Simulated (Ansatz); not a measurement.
# AgI (Iodargyrite): structure and electronic properties

An exercise on one series of results from a longer session: the logs are not shown, and one member is left open.

Computed with Ansatz 0.2.0 (DFT PBE, scalar-relativistic, plane waves, PAW, unless a step's input says otherwise).

**The structure to begin with**

Symmetry: P6_3mc, No. 186, hexagonal system. Conventional cell: a = 4.590 Å, b = 4.590 Å, c = 7.520 Å, α = 90.00°, β = 90.00°, γ = 120.00°. Around Ag (site symmetry 3m) lie 4 I at 2.78 to 2.82 Å. I (site symmetry 3m) has 4 Ag at 2.78 to 2.82 Å as nearest neighbours.

As a file:

```cif
data_structure
_symmetry_space_group_name_H-M 'P 1'
_symmetry_Int_Tables_number 1
_cell_length_a 4.5900
_cell_length_b 4.5900
_cell_length_c 7.5200
_cell_angle_alpha 90.000
_cell_angle_beta 90.000
_cell_angle_gamma 120.000
_cell_volume 137.21
loop_
_atom_site_label
_atom_site_type_symbol
_atom_site_fract_x
_atom_site_fract_y
_atom_site_fract_z
_atom_site_occupancy
Ag1 Ag 0.66667 0.33333 0.63000 1
Ag2 Ag 0.33333 0.66667 0.13000 1
I1 I 0.66667 0.33333 0.00000 1
I2 I 0.33333 0.66667 0.50000 1
```

Source of the structure: the Crystallography Open Database.

Set-up of the first run:

(A quick probe on a coarse mesh, which set the mesh and smearing, is not shown.)

Contents of input.yaml:

```yaml
crystal:
  lattice:
    - [4.59, 0.0, 0.0]
    - [-2.295, 3.9750566034, 0.0]
    - [0.0, 0.0, 7.52]
  atoms:
    - { symbol: Ag, position: [0.6666666667, 0.3333333333, 0.63] }
    - { symbol: Ag, position: [0.3333333333, 0.6666666667, 0.13] }
    - { symbol: I, position: [0.6666666667, 0.3333333333, 0.0] }
    - { symbol: I, position: [0.3333333333, 0.6666666667, 0.5] }
basis:
  ecutwfc: 420
kpoints:
  mp_grid: { grid: [9, 9, 4] }
hamiltonian:
  xc: pbe
scf:
  occupations: { method: gaussian, width: 0.02 }
output:
  forces: true
  stress: true
  eigenvalues: true
relax:
  adjacent_minimum: "off"
  f_tol: 0.005
  max_steps: 80
  cell: { stress_tol: 0.05 }
```

On the command line:

```bash
$ ansatz run input.yaml --threads 2 --pin off --max-ram 5120MiB --backend cpu --events-out ev --progress --plain --runs-dir out
```

Among the steps run: Full relaxation; The cell under PBEsol; Relaxing with PBE+D3(BJ); The cell under LDA.

One table of the session follows, with a row left open; its other results are not shown here.

It belongs to the step «One structure, several functionals». 

| functional | a (Å) | b (Å) | c (Å) | volume (Å³/atom) | gap on the mesh (eV) |
| --- | --- | --- | --- | --- | --- |
| PBE | 4.686 | 4.686 | 7.664 | 36.43 | 1.37 |
| PBEsol | ? | ? | ? | ? | ? |
| PBE+D3(BJ) | 4.594 | 4.594 | 7.522 | 34.37 | 1.37 |
| LDA | 4.486 | 4.486 | 7.341 | 31.98 | 1.09 |

Q: Estimate the row for PBEsol from the others.

**Answer.** a (Å): 4.560; b (Å): 4.560; c (Å): 7.451; volume (Å³/atom): 33.55; gap on the mesh (eV): 1.23. In the column «a (Å)» it lies between LDA (4.486) and PBE+D3(BJ) (4.594).
